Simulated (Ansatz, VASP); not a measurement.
## Sn (linear Sn chain): VASP beside Ansatz

Aim: how closely do two programs agree when they are given the same cell, functional and k mesh? The structure shown is the end of the Ansatz relaxation below.

Main program and level: Ansatz 0.2.0; plane waves, with VASP 6.6.1 beside it; single point at LDA.

## Step 1: The starting structure

The cell holds 1 atom: 1 Sn. Its edges and angles: a = 7.500 Å, b = 7.500 Å, c = 2.660 Å, α = 90.0°, β = 90.0°, γ = 90.0°. Vacuum lies along a and b. The structure's axis is c.

## Step 2: Ansatz: relaxation, LDA

Ansatz runs on its default PAW (the set named soft_2) files.

This run makes the geometry at which the two programs are then compared.

Input file input.yaml:

```yaml
crystal:
  lattice:
    - [7.5, 0.0, 0.0]
    - [0.0, 7.5, 0.0]
    - [0.0, 0.0, 2.5854]
  atoms:
    - { symbol: Sn, position: [0.5, 0.5, 0.0], spin: 0.5 }
magnetization:
  spin_polarized: true
kpoints:
  mp_grid: { grid: [1, 1, 31] }
scf:
  occupations: { method: fermi_dirac, width: 0.05 }
hamiltonian:
  xc: lda
relax:
  cell: { fix: [a, b, alpha, beta, gamma] }
  max_steps: 60
```

Command:

```
ansatz run input.yaml --threads 4 --pin off --max-ram 8192MiB --backend cpu --events-out ev --progress --plain --runs-dir out
```

Numbers of over 12 decimals in the logs are rounded to 6 here.

Output:

```text
Engine: ansatz 0.2.0, aarch64-unknown-linux-gnu
Pseudopotentials: kind: paw
Pseudopotential: Sn, paw, valence charge 14, recommended cutoff 420 eV (normal), Sn.paw.azcp
Functional definition: SPW92
  exchange = slater_x
  correlation = pw_c
Crystal: 1 atoms, lattice volume = 145.429 Å³
Basis set: ecut = 420 eV, 2857 PW (Γ)
Bands: 12, of which v1, the nominal top of the filled ones, is band 7 counted from 1 (6 counted from 0)
Symmetry: 16 space group operations
Space group: P4/mmm (ITA 123), of the structure as read, at distance tolerance 5.3e-5 Å
Magnetic group: BNS 123.339 (UNI 999), of the structure as read, at distance tolerance 5.3e-5 Å
k-points: 16 of 31
Non-local potential: Sn, projectors of the file, l = 0: 2, l = 1: 2, l = 2: 2, l = 3: 2
PAW form: soft (Blöchl's): semilocal exchange-correlation on the pseudo side does not see the compensation charge
PAW frozen core: Sn, regenerated for the run's functional, and the local potential with it (the file was generated under x = pbe(κ = 0.804, μ = 0.219515), c = pbe(β = 0.066725))
PAW one-centre angular grid: Sn, 590 points (default); XC on 64 Gauss nodes
Initial density: superposition of atomic densities (neutral atoms: chi_scale 0, normalization atom)
Starting moments: Σ|m| = 0.5 μB on 1 of 1 site
Initial wavefunctions: pseudopotential atomic-orbital guess
Functional: x = slater, c = lda
iter 1 solved again at ethr=1.44e-3 eV; its pass at ethr=3.10e-3 eV (dr2=2.02e-1 eV) is discarded
SCF iter   1: F=—  HF=-5877.897888 eV  |F-HF|=—  |Δ(HF+E_count)|=         —  Δρ=1.27e-2 (↑1.27e-2 ↓1.07e-2)  dr2=2.04e-1  dr2_m=1.57e-1  M=0.052 μB ∫|m|=0.052 μB  β_m=0.30  ethr=1.44e-3  ⟨swp⟩=1.0  Hψ=3431  notcnv=0
preconditioner: auto → none  [insulator: Δε(μ)=0.207 eV  Ē_g=9.017 eV  σ=0.050 eV  W_gap=0.53  n_scr=12 (ndim 8)  ℏωp=6.2 eV  f_vac=0.606  D(μ)=0.88/eV (n_scr^D=4)  ε∞_Penn≈1.5]
SCF iter   2: F=—  HF=-5877.850724 eV  |F-HF|=—  |Δ(HF+E_count)|=   4.72e-2  Δρ=8.62e-3 (↑8.62e-3 ↓7.58e-3)  dr2=6.74e-2  dr2_m=7.87e-2  M=0.041 μB ∫|m|=0.041 μB  β_m=0.30  ethr=1.44e-3  ⟨swp⟩=2.0  Hψ=455  notcnv=0
SCF iter   3: F=—  HF=-5877.830848 eV  |F-HF|=—  |Δ(HF+E_count)|=   1.99e-2  Δρ=5.57e-3 (↑5.32e-3 ↓5.57e-3)  dr2=6.02e-4  dr2_m=3.93e-2  M=0.033 μB ∫|m|=0.033 μB  β_m=0.30  ethr=4.82e-4  ⟨swp⟩=3.1  Hψ=752  notcnv=0
SCF iter   4: F=—  HF=-5877.834663 eV  |F-HF|=—  |Δ(HF+E_count)|=   3.81e-3  Δρ=3.90e-3 (↑3.79e-3 ↓3.90e-3)  dr2=1.32e-4  dr2_m=1.97e-2  M=0.027 μB ∫|m|=0.027 μB  β_m=0.30  ethr=4.30e-6  ⟨swp⟩=2.2  Hψ=540  notcnv=0
SCF iter   5: F=—  HF=-5877.836630 eV  |F-HF|=—  |Δ(HF+E_count)|=   1.97e-3  Δρ=2.73e-3 (↑2.71e-3 ↓2.73e-3)  dr2=1.93e-6  dr2_m=9.85e-3  M=0.021 μB ∫|m|=0.021 μB  β_m=0.30  ethr=9.42e-7  ⟨swp⟩=2.8  Hψ=608  notcnv=0
SCF iter   6: F=—  HF=-5877.837591 eV  |F-HF|=—  |Δ(HF+E_count)|=   9.61e-4  Δρ=1.93e-3 (↑1.93e-3 ↓1.92e-3)  dr2=2.17e-7  dr2_m=4.94e-3  M=0.017 μB ∫|m|=0.017 μB  β_m=0.30  ethr=1.38e-8  ⟨swp⟩=2.1  Hψ=624  notcnv=0
SCF iter   7: F=—  HF=-5877.838091 eV  |F-HF|=—  |Δ(HF+E_count)|=   5.00e-4  Δρ=1.36e-3 (↑1.36e-3 ↓1.36e-3)  dr2=1.86e-8  dr2_m=2.48e-3  M=0.014 μB ∫|m|=0.014 μB  β_m=0.30  ethr=7.14e-10  ⟨swp⟩=5.1  Hψ=1294  notcnv=0
Mixer restart at iter 7: flushing history
spin-set hold released at iteration 7 (site moments contracting): the magnetisation degrees of freedom join the quasi-Newton model from the next iteration; the mixer history was flushed
SCF iter   8: F=—  HF=-5877.838354 eV  |F-HF|=—  |Δ(HF+E_count)|=   2.63e-4  Δρ=9.68e-4 (↑9.68e-4 ↓9.67e-4)  dr2=8.02e-9  dr2_m=1.25e-3  M=0.011 μB ∫|m|=0.011 μB  β_m=0.65  ethr=1.33e-10  ⟨swp⟩=5.0  Hψ=1260  notcnv=0
SCF iter   9: F=—  HF=-5877.838660 eV  |F-HF|=—  |Δ(HF+E_count)|=   3.06e-4  Δρ=3.35e-5 (↑3.34e-5 ↓3.35e-5)  dr2=7.90e-10  dr2_m=1.49e-6  M=0.002 μB ∫|m|=0.002 μB  β_m=0.82  ethr=5.73e-11  ⟨swp⟩=5.3  Hψ=1312  notcnv=0
SCF iter  10: F=—  HF=-5877.838665 eV  |F-HF|=—  |Δ(HF+E_count)|=   4.58e-6  Δρ=1.51e-5 (↑1.51e-5 ↓1.51e-5)  dr2=2.99e-10  dr2_m=3.04e-7  M=0.001 μB ∫|m|=0.001 μB  β_m=0.91  ethr=5.64e-12  ⟨swp⟩=5.0  Hψ=1217  notcnv=0
SCF iter  11: F=—  HF=-5877.838666 eV  |F-HF|=—  |Δ(HF+E_count)|=   1.20e-6  Δρ=8.73e-7 (↑7.67e-7 ↓8.73e-7)  dr2=1.68e-9  dr2_m=5.47e-10  M=0.000 μB ∫|m|=0.000 μB  β_m=0.93  ethr=2.14e-12  ⟨swp⟩=4.8  Hψ=1142  notcnv=0
SCF iter  12: F=-5877.838666 eV  HF=-5877.838666 eV  |F-HF|=1.44e-9  |Δ(HF+E_count)|=   2.07e-9  Δρ=4.49e-7 (↑4.49e-7 ↓4.38e-7)  dr2=1.19e-9  dr2_m=7.35e-12  M=0.000 μB ∫|m|=0.000 μB  ethr=2.14e-12  ⟨swp⟩=3.4  Hψ=976  notcnv=0
[...]
SCF iter   5: F=-5877.864277 eV  HF=-5877.864277 eV  |F-HF|=4.37e-11  |Δ(HF+E_count)|=   1.47e-9  Δρ=3.14e-7 (↑3.14e-7 ↓2.79e-7)  dr2=1.58e-10  dr2_m=9.03e-11  M=0.000 μB ∫|m|=0.000 μB  β_m=0.65  ethr=9.17e-12  ⟨swp⟩=1.1  Hψ=1136  notcnv=0
iter 6 did not close the SCF: its close was put off for a magnetic moment that had not settled (scf_convergence_deferred on its scf_iter line)
SCF iter   6: F=-5877.864277 eV  HF=-5877.864277 eV  |F-HF|=6.55e-11  |Δ(HF+E_count)|=  1.18e-10  Δρ=1.56e-7 (↑1.56e-7 ↓1.51e-7)  dr2=3.82e-12  dr2_m=3.10e-11  M=0.000 μB ∫|m|=0.000 μB  β_m=0.82  ethr=1.00e-12  ⟨swp⟩=1.0  Hψ=1122  notcnv=0
SCF iter   7: F=-5877.864277 eV  HF=-5877.864277 eV  |F-HF|=2.73e-12  |Δ(HF+E_count)|=  1.00e-10  Δρ=3.64e-8 (↑3.53e-8 ↓3.64e-8)  dr2=3.99e-14  dr2_m=1.74e-12  M=0.000 μB ∫|m|=0.000 μB  ethr=1.00e-12  ⟨swp⟩=1.0  Hψ=896  notcnv=0
the starting moments were not kept: the SCF closed with an absolute magnetisation of 2.9e-6 μB, where they sum to 0.5 μB in size (1 site). That is at most 0.1 of that sum. Measured as dr2_m measures the in/out step, that magnetisation stands 6.1e-13 eV from none, at or under the dr2_threshold of 4.7e-8 eV: it is no larger than a step whose dr2_m would equal this threshold.
SCF 4 converged in 7 iterations: F = -5877.864277 eV  dr2 = 3.99e-14
relax step   4: F+E_penalty+E_count = -5877.86427747 eV  Δ(F+E_penalty+E_count) = -1.959e-4 eV  max|allowed force component| = 0.000e0 eV/Å  Δτ_max = 0.0000 Å  P = +0.181 GPa  Ω = 149.458 Å³  energy of the carried Pulay correction = -2.341e-4 eV  fix = [a, b, alpha, beta, gamma]  reactions: a +0.242, b +0.242 GPa  (7 SCF iters, dr2 threshold 4.71e-8 eV, accepted)
[...]
relax step   5: F+E_penalty+E_count = -5877.86429645 eV  Δ(F+E_penalty+E_count) = -1.899e-5 eV  max|allowed force component| = 0.000e0 eV/Å  Δτ_max = 0.0000 Å  P = +0.159 GPa  Ω = 149.636 Å³  energy of the carried Pulay correction = -2.444e-4 eV  fix = [a, b, alpha, beta, gamma]  reactions: a +0.242, b +0.242 GPa  (6 SCF iters, dr2 threshold 8.75e-9 eV, accepted)
[...]
relax step   6: F+E_penalty+E_count = -5877.86453891 eV  Δ(F+E_penalty+E_count) = -2.425e-4 eV  max|allowed force component| = 0.000e0 eV/Å  Δτ_max = 0.0000 Å  P = +0.159 GPa  Ω = 149.636 Å³  fix = [a, b, alpha, beta, gamma]  reactions: a +0.242, b +0.242 GPa  stress off target by 6.30e-3 GPa on what of the cell is left free  SCF on the basis re-selected at this cell (its energy is not comparable with the rows above)  (5 SCF iters)
basis re-selected at this cell: Δ(F+E_penalty+E_count) = -2.425e-4 eV, ΔP = -0.001 GPa vs the last step (what re-selecting the basis moved, of the pressure what is left beyond the Pulay correction that the steps carried, after the strain that the cell walked since its last selection, with what the two solves' SCF thresholds leave and, on support functions, any second-order correction that the steps lacked; it is no measure of the basis error at this ecutwfc). This SCF's stress stands 6.30e-3 GPa from its target on what of the cell is left free (relax.cell.stress_tol is 5.00e-2 GPa) and its largest allowed force component is 0.00e0 eV/Å (relax.f_tol is 1.00e-2 eV/Å): [rest of the remark cut]
SCF converged after 5 iterations
Magnetization: -0.0000 μB (7.0000 up, 7.0000 down)
Absolute magnetization: 0.0000 μB (∫|ρ↑−ρ↓|, with the PAW one-centre terms)
Spin contamination: 0.0000 ħ² per cell (⟨S²⟩ above its minimum at these occupations)
Per-site moments (μB) at R_I (Å): [(-1.0055697465452503e-7, 1.097333)]
Free energy (F): -5877.864539 eV
Harris-Foulkes:  -5877.864539 eV  (|F-HF|=4.55e-12)
Internal energy: -5877.855492 eV  (E = F + TS)
E sigma→0 (E₀):  -5877.860016 eV
Entropy (-TS):   -0.009047 eV (-9.047 meV/atom)
Fermi energy:    -1.935180 eV
--- Per-component energies (eV) ---
  E_band       = -254.880671
  E_kinetic    = 186.968978
  E_local      = -2540.308842  (includes V_loc(G=0)·N_el)
  E_nonlocal   = -28.182534
  E_hartree    = 1288.353542
  E_xc         = -377.680534
  E_vxc        = -96.730826  (∫ρ·V_xc dr)
  E_paw        = -3993.700944  (= ΣΔE_a)
  E_vpaw       = -353.334564  (= ΣTr[D̂ρ^β])
  E_aug_tail   = -0.000000  (compensation charges beyond the density's cutoff)
  E_ewald      = -413.730056
  E_core_change = 0.424898  (= ΣΔE_core)
  E_smearing   = -0.009047  (= −TS)
  E_closure    = -0.000000  (closes the sum)
  Σ components = -5877.864539   (vs F -5877.864539, Δ=0.00e0)
--- Forces (eV/Å), atoms counted from 1 ---
  atom   1  Sn     0.00000000     0.00000000     0.00000000
  max |Σ_I F_I| component: 5.68e-29 eV/Å
--- Stress (GPa, compression-positive) ---
        0.241520       0.000000       0.000000
        0.000000       0.241520       0.000000
        0.000000       0.000000      -0.006301
  P = ⅓ Tr σ = 0.1589 GPa (1.589 kbar)
--- Relaxed structure (5 steps of the walk, 5 accepted, 1 SCFs on fresh bases) ---
  F+E_penalty+E_count = -5877.86453891 eV   max|allowed force component| = 0.000e0 eV/Å   (the final SCF, on the basis selected at the relaxed cell)
  cell:  # Å, volume = 149.6363 Å³
    - [7.5, 0.0, 0.0]
    - [0.0, 7.5, 0.0]
    - [0.0, 0.0, 2.660202]
  atoms:
    - { symbol: Sn, position: [0.5, 0.5, 0.0] }
```

## Step 3: VASP: single point, LDA

The same cell, functional (in two slightly different forms), mesh and smearing now go to VASP, with its own data sets.

Lines of VASP's logs that name or quote its potential files are left out, and so is its time.

Input file INCAR:

```
SYSTEM = Sn
PREC = Accurate
ENCUT = 500
EDIFF = 1E-06
NELM = 200
ISMEAR = -1
SIGMA = 0.05
LREAL = .FALSE.
ALGO = Normal
GGA = CA
NBANDS = 13
ISPIN = 2
MAGMOM = -0
LORBIT = 11
LWAVE = .FALSE.
LCHARG = .FALSE.
ISIF = 2
LASPH = .TRUE.
GGA_COMPAT = .FALSE.
```

Input file POSCAR:

```
Sn
1.0
    7.5000000000      0.0000000000      0.0000000000
    0.0000000000      7.5000000000      0.0000000000
    0.0000000000      0.0000000000      2.6602017338
Sn
1
Direct
    0.5000000000      0.5000000000      0.0000000000
```

Input file KPOINTS:

```
Automatic mesh
0
Gamma
1 1 31
0 0 0
```

PAW data sets: Sn_d (LDA family, release 64).

Command:

```
mpirun -np 1 vasp_std
```

Output:

```text
[banner, memory and clock lines left out]
running    1 mpi-ranks, on    1 nodes
 distrk:  each k-point on    1 cores,    1 groups
 distr:  one band on    1 cores,    1 groups

 POSCAR found type information on POSCAR Sn
 POSCAR found :  1 types and       1 ions
 LDA part: xc-table for (Slater(with rela. corr.)+CA(PZ))
 , standard interpolation
 POSCAR, INCAR and KPOINTS ok, starting setup
 FFT: planning ... GRIDC
 FFT: planning ... GRID_SOFT
 FFT: planning ... GRID
 WAVECAR not read
 entering main loop
       N       E                     dE             d eps       ncg     rms          rms(c)
DAV:   1     0.762513231929E+02    0.76251E+02   -0.66227E+03   880   0.869E+02
DAV:   2     0.285345389282E+01   -0.73398E+02   -0.69357E+02   931   0.210E+02
DAV:   3    -0.270562529566E+01   -0.55591E+01   -0.55342E+01  1002   0.709E+01
DAV:   4    -0.287710028904E+01   -0.17147E+00   -0.17144E+00   975   0.140E+01
DAV:   5    -0.288621816978E+01   -0.91179E-02   -0.91178E-02  1293   0.301E+00    0.177E+00
DAV:   6    -0.283267254081E+01    0.53546E-01   -0.31535E-02   892   0.133E+00    0.908E-01
DAV:   7    -0.281393200863E+01    0.18741E-01   -0.35335E-02   857   0.141E+00    0.131E-01
DAV:   8    -0.281487023597E+01   -0.93823E-03   -0.37751E-03  1060   0.346E-01    0.718E-02
DAV:   9    -0.281564906033E+01   -0.77882E-03   -0.27683E-04   880   0.121E-01    0.413E-02
DAV:  10    -0.281595391035E+01   -0.30485E-03   -0.60334E-05   862   0.467E-02    0.211E-02
DAV:  11    -0.281610771818E+01   -0.15381E-03   -0.10435E-05   842   0.285E-02    0.131E-02
DAV:  12    -0.281633850652E+01   -0.23079E-03   -0.54271E-05   832   0.367E-02    0.570E-03
DAV:  13    -0.281639138486E+01   -0.52878E-04   -0.56560E-06   852   0.132E-02    0.192E-03
DAV:  14    -0.281640421865E+01   -0.12834E-04   -0.11017E-06   832   0.357E-03    0.196E-03
DAV:  15    -0.281640629293E+01   -0.20743E-05   -0.26136E-07   576   0.273E-03    0.146E-03
DAV:  16    -0.281640651732E+01   -0.22439E-06   -0.11187E-07   586   0.188E-03
   1 F= -.28164065E+01 E0= -.28120653E+01  d E =-.868241E-02  mag=    -0.0000
```

Parts of OUTCAR (step 3):

```text
ion  position               nearest neighbor table
   1  0.500  0.500  0.000-

  LATTYP: Found a simple tetragonal cell.
 ALAT       =     7.5000000000
 C/A-ratio  =     0.3546935645

 Subroutine GETGRP returns: Found 16 space group operations
 (whereof 16 operations were pure point group operations)

The static configuration has the point symmetry D_4h.

 Found     16 irreducible k-points:

   k-points           NKPTS =     16   k-points in BZ     NKDIM =     16   number of bands    NBANDS=     13

   dimension x,y,z NGX =    56 NGY =   56 NGZ =   20
   dimension x,y,z NGXF=   112 NGYF=  112 NGZF=   40

   ENCUT  =  500.0 eV  36.75 Ry    6.06 a.u.  13.67 13.67  4.85*2*pi/ulx,y,z

   NELECT =      14.0000    total number of electrons

 k-points in reciprocal lattice and weights: Automatic mesh
   0.00000000  0.00000000  0.00000000       0.032
   0.00000000  0.00000000  0.03225806       0.065
   0.00000000  0.00000000  0.06451613       0.065
   0.00000000  0.00000000  0.09677419       0.065
   0.00000000  0.00000000  0.12903226       0.065
   0.00000000  0.00000000  0.16129032       0.065
   0.00000000  0.00000000  0.19354839       0.065
   0.00000000  0.00000000  0.22580645       0.065
   0.00000000  0.00000000  0.25806452       0.065
[...]
0.00000000  0.00000000  0.45161290       0.065
   0.00000000  0.00000000  0.48387097       0.065

 average (electrostatic) potential at core
       1-109.0594

 E-fermi :  -2.4311

 spin component 1
 k-point     1 :       0.0000    0.0000    0.0000
  band No.  band energies     occupation
    ...
      4     -23.4782      1.00000
      5     -23.4782      1.00000
      6     -11.0595      1.00000
      7      -3.3874      1.00000
      8      -3.3874      1.00000
      9       0.7925      0.00000
     10       2.1049      0.00000
     11       3.3575      0.00000
     12       4.1143      0.00000
     13       4.1143      0.00000

 k-point     2 :       0.0000    0.0000    0.0323
  band No.  band energies     occupation
    ...
      4     -23.4826      1.00000
      5     -23.4826      1.00000
      6     -11.0379      1.00000
      7      -3.3616      1.00000
      8      -3.3616      1.00000
      9       0.8138      0.00000
     10       2.1265      0.00000
     11       3.3785      0.00000
     12       4.1370      0.00000
     13       4.1370      0.00000

 k-point     3 :       0.0000    0.0000    0.0645
  band No.  band energies     occupation
    ...
      4     -23.4954      1.00000
      5     -23.4954      1.00000
      6     -10.9727      1.00000
      7      -3.2846      1.00000
      8      -3.2846      1.00000
      9       0.8776      0.00000
     10       2.1912      0.00000
     11       3.4417      0.00000
     12       4.2051      0.00000
     13       4.2051      0.00000

 k-point     4 :       0.0000    0.0000    0.0968
  band No.  band energies     occupation
    ...
      4     -23.5161      1.00000
      5     -23.5161      1.00000
      6     -10.8635      1.00000
      7      -3.1568      1.00000
      8      -3.1568      1.00000
      9       0.9838      0.00000
     10       2.2992      0.00000
     11       3.5469      0.00000
     12       4.3184      0.00000
     13       4.3184      0.00000

 k-point     5 :       0.0000    0.0000    0.1290
  band No.  band energies     occupation
    ...
      4     -23.5437      1.00000
      5     -23.5437      1.00000
      6     -10.7096      1.00000
      7      -2.9795      0.99998
      8      -2.9795      0.99998
      9       1.1320      0.00000
     10       2.4504      0.00000
     11       3.6943      0.00000
     12       4.4766      0.00000
     13       4.4766      0.00000

 k-point     6 :       0.0000    0.0000    0.1613
  band No.  band energies     occupation
    ...
      4     -23.5771      1.00000
      5     -23.5771      1.00000
      6     -10.5099      1.00000
      7      -2.7540      0.99844
      8      -2.7540      0.99844
      9       1.3211      0.00000
     10       2.6447      0.00000
     11       3.8838      0.00000
     12       4.6792      0.00000
     13       4.6792      0.00000

  Total        0.2156389      0.2156389     -0.0057760      0.0000000     -0.0000000     -0.0000000
  in kB        2.3088754      2.3088754     -0.0618448      0.0000000     -0.0000000     -0.0000000
  external PRESSURE =       1.5186353 kB  Pullay stress =       0.0000000 kB

  energy-cutoff  :      500.00
  volume of cell :      149.64
      direct lattice vectors                 reciprocal lattice vectors
     7.500000000  0.000000000  0.000000000     0.133333333  0.000000000  0.000000000
     0.000000000  7.500000000  0.000000000     0.000000000  0.133333333  0.000000000
     0.000000000  0.000000000  2.660201734     0.000000000  0.000000000  0.375911341

 POSITION                                       TOTAL-FORCE (eV/Angst)
 -----------------------------------------------------------------------------------
      3.75000      3.75000      0.00000         0.000000      0.000000      0.000000
 -----------------------------------------------------------------------------------
    total drift:                                0.000000      0.000000      0.000000

  FREE ENERGIE OF THE ION-ELECTRON SYSTEM (eV)
  ---------------------------------------------------
  free  energy   TOTEN  =        -2.8164065173 eV

  energy  without entropy=       -2.8077241085  energy(sigma->0) =       -2.81206531

 total charge
# of ion       s       p       d       tot
------------------------------------------
    1        1.279   1.027   9.945  12.251

 magnetization (x)
# of ion       s       p       d       tot
------------------------------------------
    1       -0.000  -0.000   0.000  -0.000

[... 2 further parts left out ...]
```

## Step 4: Side by side

Known differences besides the potentials themselves: the two LDA forms differ slightly; the cutoff is 420 eV in Ansatz and 500 eV in VASP; VASP's log shows a relativistic correction to its local exchange, Ansatz's none; Ansatz's pressure holds a Pulay correction, VASP's none. Total energies have different zeros and are not compared.

Compared:

```tsv
quantity	Ansatz	VASP	difference
pressure (GPa)	0.16	0.15	+0.01
```

## Step 5: Results

```json
{"difference in pressure (single point, LDA)": "0.0071 GPa"}
```

In words: The difference in pressure is 0.0071 GPa (single point, LDA), within the 1 GPa picked in this series as the mark of a large difference. Such differences can come from data sets, numerical settings and the points named under the comparisons, not from the functional's error against experiment.

[Lines on the potential files, build, host, timing and source positions are cut from VASP's logs without a mark.]

[Logs are printed without paths, hosts, clocks, repeated set-up lines and the standing remarks that a program may print on its own settings, such as how far it seeks lower states.]

[Hosts, paths, dates, database ids (printed as entryN), source tags and the programs' standing remarks are cut or masked in the printed files.]
